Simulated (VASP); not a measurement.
# CdSe (Cadmoselite): phonons with PBE

Crystal: CdSe (Cadmoselite).

```xyz
4
Lattice="4.3000 0.0000 0.0000 -2.1500 3.7239 0.0000 0.0000 0.0000 7.0200" Properties=species:S:1:pos:R:3 pbc="T T T"
Cd    2.1500    1.2413    3.5100
Cd    0.0000    2.4826    0.0000
Se    2.1500    1.2413    6.2127
Se    0.0000    2.4826    2.7027
```

* Program: VASP 6.6.1
* Task: phonons
* Functional: PBE
* Potentials or basis: VASP PAW PBE potentials, release 64 (Cd, Se)
* Cutoff: 600 eV
* k mesh: 5 × 5 × 3
* Occupations: gaussian, width 0.02 eV
* Spin: no spin polarisation
* Further INCAR settings: ALGO = Normal; EDIFF = 1e-08; IBRION = 8; NSW = 1

The relaxed volume is 29.91 Å³/atom and the relaxed cell is a = 4.392 Å, b = 4.392 Å, c = 7.162 Å, α = 90.00°, β = 90.00°, γ = 120.00°. The space group after relaxing (to 0.05 Å) is P6_3mc (No. 186). The highest phonon frequency at Γ, LO-TO splitting left out is 174 cm⁻¹.

Step by step:
```tsv
step	energy change (eV)	largest force (eV/Å)	pressure (GPa)	volume (Å³)
1	0.0000	0.2948	3.33	112.41
2	-0.0787	0.0480	-0.88	122.16
3	-0.0853	0.0928	-0.08	119.86
4	-0.0852	0.0896	-0.13	120.01
5	-0.0866	0.0555	-0.06	119.82
6	-0.0873	0.0086	0.03	119.57
7	-0.0885	0.0090	0.04	119.54
8	-0.0893	0.0093	0.06	119.48
9	-0.0893	0.0007	-0.05	119.79
10	-0.0893	0.0034	-0.01	119.67
11	-0.0893	0.0032	-0.01	119.67
12	-0.0893	0.0009	0.00	119.65
```

Final structure:
```
Cd Se
1.0
     4.39211    0.00000    0.00000
    -2.19606    3.80368    0.00000
     0.00000    0.00000    7.16186
Cd Se
2 2
Direct
  0.66667 0.33333 0.50461
  0.33333 0.66667 0.00461
  0.66667 0.33333 0.88039
  0.33333 0.66667 0.38039
```

Phonon frequencies in cm⁻¹ (negative: imaginary):
```tsv
q point	frequencies
(0.000, 0.000, 0.000)	0 0 0 35 35 118 153 157 157 159 159 174
```

Wall time 6.4 min on 1 thread of Intel(R) Xeon(R) 6975P-C (Granite Rapids), with other jobs on the host, peak memory 0.55 GiB.
